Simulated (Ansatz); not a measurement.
# Si (diamond type): the cost of one run

Computed with Ansatz 0.2.0 (DFT, PBEsol, PAW with Ansatz's default frozen-core files, scalar-relativistic, unless a step's input says otherwise).

### 1 The system as given

Symmetry: Fd-3m, No. 227, cubic system. Conventional cell: a = 5.432 Å, b = 5.432 Å, c = 5.432 Å, α = 90.00°, β = 90.00°, γ = 90.00°. Si (site symmetry -43m) is surrounded by 4 Si at 2.35 Å.

Structure file:

```
CELL_PARAMETERS angstrom
0.00000 2.71577 2.71577
2.71577 0.00000 2.71577
2.71577 2.71577 0.00000
ATOMIC_POSITIONS crystal
Si 0.87500 0.87500 0.87500
Si 0.12500 0.12500 0.12500
```

Atoms are numbered in the order of the input: Si1, Si2.

### 2 Bulk cell relaxed, PAW

input.yaml

```yaml
crystal:
  lattice:
    - [0.0, 2.7157741474, 2.7157741474]
    - [2.7157741474, 0.0, 2.7157741474]
    - [2.7157741474, 2.7157741474, 0.0]
  atoms:
    - { symbol: Si, position: [-0.125, -0.125, -0.125] }
    - { symbol: Si, position: [0.125, 0.125, 0.125] }
kpoints:
  mp_grid: { grid: [11, 11, 11] }
scf:
  occupations: { method: fermi_dirac, width: 0.02 }
hamiltonian:
  xc: pbesol
  pseudopotentials: { kind: paw }
output:
  forces: true
  stress: true
relax:
  f_tol: 0.005
  max_steps: 40
  cell: {}
```

On the command line:

```sh
ansatz run input.yaml --threads 2 --pin off --max-ram 4096MiB --backend cpu --events-out ev --progress --plain --runs-dir out
```

What time and memory should one allow on 2 threads of Arm Neoverse V2, shared host?

About 1.9 s, with a peak of 0.29 GiB.
